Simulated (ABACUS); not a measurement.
Rh:

```
CELL_PARAMETERS angstrom
0.00000 1.89785 1.89785
1.89785 0.00000 1.89785
1.89785 1.89785 0.00000
ATOMIC_POSITIONS crystal
Rh 0.00000 0.00000 0.00000
```

| Item | Value |
| --- | --- |
| Program | ABACUS 3.10.1 |
| Task | single point |
| Functional | PBEsol |
| Potentials or basis | PseudoDojo NC SR 0.4.1 PBEsol standard |
| Cutoff | 1211 eV |
| Density cutoff | 4844 eV |
| Basis | plane waves |
| k mesh | 12 × 12 × 12 |
| Occupations | fermi-dirac, width 0.05 eV |
| Spin | no spin polarisation |

On this cell: pressure -3.4 GPa; band gap on the k mesh none (metal or under the smearing width).

The same run follows on a disturbed copy (cell strained at random at fixed volume):

```
Rh
1.0
    -0.03933    1.88309    1.96246
     1.90193    0.03281    1.89032
     1.92465    1.83367    0.01009
Rh
1
Cartesian
  -0.0047 -0.0016 0.0159
```

Task: What changes?

Result: The energy (extrapolated to zero smearing) moves by +43.1 meV/atom; pressure -2.1 GPa; band gap on the k mesh none (metal or under the smearing width).

Stress tensor (GPa, compression positive):
```
 -7.13   1.96   5.54
  1.96   5.27 -10.04
  5.54 -10.04  -4.36
```
